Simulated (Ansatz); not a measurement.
LDA, PBE, PBEsol and r²SCAN on Li

```
Li
1.0
     3.11100    0.00000    0.00000
    -1.55550    2.69421    0.00000
     0.00000    0.00000    5.09300
Li
2
Direct
  0.33333 0.66667 0.25000
  0.66667 0.33333 0.75000
```

Atoms are numbered in the order listed.

Conventional cell: a = 3.111 Å, b = 3.111 Å, c = 5.093 Å, α = 90.00°, β = 90.00°, γ = 120.00°. Li (atom 1) is surrounded by 12 Li at 3.11 to 3.12 Å.

The structure is an experimental refinement, used without relaxation.

One fixed cell is solved with several functionals by PAW with the default files in Ansatz 0.2.0, scalar-relativistically. A positive pressure means that the functional wants a larger cell.

The PAW files were made with PBE; their cores are remade for each functional.

Numerical set-up: a Γ-centred 15×15×8 k mesh, Fermi–Dirac smearing of 0.03 eV, cutoff 420 eV, no spin polarisation.

Cutoffs: PBE 420 eV, LDA 420 eV, PBEsol 420 eV, r²SCAN 500 eV.

| setting | P (GPa) | lowest level at Γ above −25 eV, from the valence-band top or, without a gap, the Fermi level (eV) |
| --- | --- | --- |
| PBE | -0.68 | -3.50 |
| LDA | ? | -3.44 |
| PBEsol | -0.69 | -3.50 |
| r²SCAN | -0.22 | ? |

Q: Give the missing entry: row "LDA", column "P (GPa)".

A: -1.46.

Q: Fill in "lowest level at Γ above −25 eV, from the valence-band top or, without a gap, the Fermi level (eV)" for the row "r²SCAN".

A: -3.86.
